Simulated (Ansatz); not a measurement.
KCl (Sylvite):

```xyz
2
Lattice="0.0000 3.1465 3.1465 3.1465 0.0000 3.1465 3.1465 3.1465 0.0000" Properties=species:S:1:pos:R:3 pbc="T T T"
K     0.0000    0.0000    0.0000
Cl    3.1465    3.1465    3.1465
```

Base run:

| Item | Value |
| --- | --- |
| Program | Ansatz 0.2.0 |
| Functional | PBEsol |
| Potentials or basis | all-electron LAPW, scalar-relativistic |
| Cutoff | 140 eV |
| Density cutoff | 559 eV |
| Basis error allowed | 0.001 eV/atom |
| k mesh | 7 × 7 × 7 |
| Occupations | gaussian, width 0.1 eV |
| Spin | no spin polarisation |

Its results: band gap on the k mesh 5.03 eV, direct; pressure -0.4 GPa.

Q: The run is repeated on the same cell with these changes: functional from PBEsol to RPBE. What comes out?

A: Band gap on the k mesh 5.54 eV, direct; pressure 2.4 GPa.

RPBE binds less tightly than PBEsol, so the same cell stands under more pressure.

Caveats: an odd mesh through Γ misses points on the zone boundary, where band edges often lie.

Not every run made on this cell is shown here.
